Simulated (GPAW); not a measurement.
CdS (Hawleyite): single point with PBE

The system is CdS (Hawleyite).

```
Cd S
1.0
     0.00000    2.91650    2.91650
     2.91650    0.00000    2.91650
     2.91650    2.91650    0.00000
Cd S
1 1
Direct
  0.00000 0.00000 0.00000
  0.75000 0.75000 0.75000
```

```json
{
  "Program": "GPAW 26.7.0",
  "Task": "single point",
  "Functional": "PBE",
  "Potentials or basis": "GPAW PAW data sets (gpaw-data 1.2.1)",
  "Cutoff": "600 eV",
  "Basis": "pw",
  "k mesh": "8 × 8 × 8",
  "Occupations": "gaussian, width 0.027 eV",
  "Spin": "no spin polarisation",
  "Maxiter": "150"
}
```

| Item | Value |
| --- | --- |
| Pressure | 2.6 GPa |
| Band gap on the k mesh | 1.13 eV, direct |

Levels at points of the mesh, in eV from the valence-band top:
| k point | band 6 | band 7 | band 8 | band 9 | band 10 | band 11 | band 12 | band 13 |
| --- | --- | --- | --- | --- | --- | --- | --- | --- |
| (0.00, 0.00, 0.00) | -7.20 | 0.00 | 0.00 | 0.00 | 1.13 | 6.49 | 6.49 | 6.49 |
| (0.50, 0.50, 0.00) | -6.76 | -3.96 | -1.90 | -1.90 | 3.54 | 4.35 | 9.18 | 10.74 |
| (0.50, 0.50, 0.50) | -6.82 | -4.42 | -0.76 | -0.76 | 3.00 | 6.97 | 6.97 | 7.45 |

Run time: 17 s on 1 thread of Arm Neoverse V1, on a shared host, peak memory 0.16 GiB.
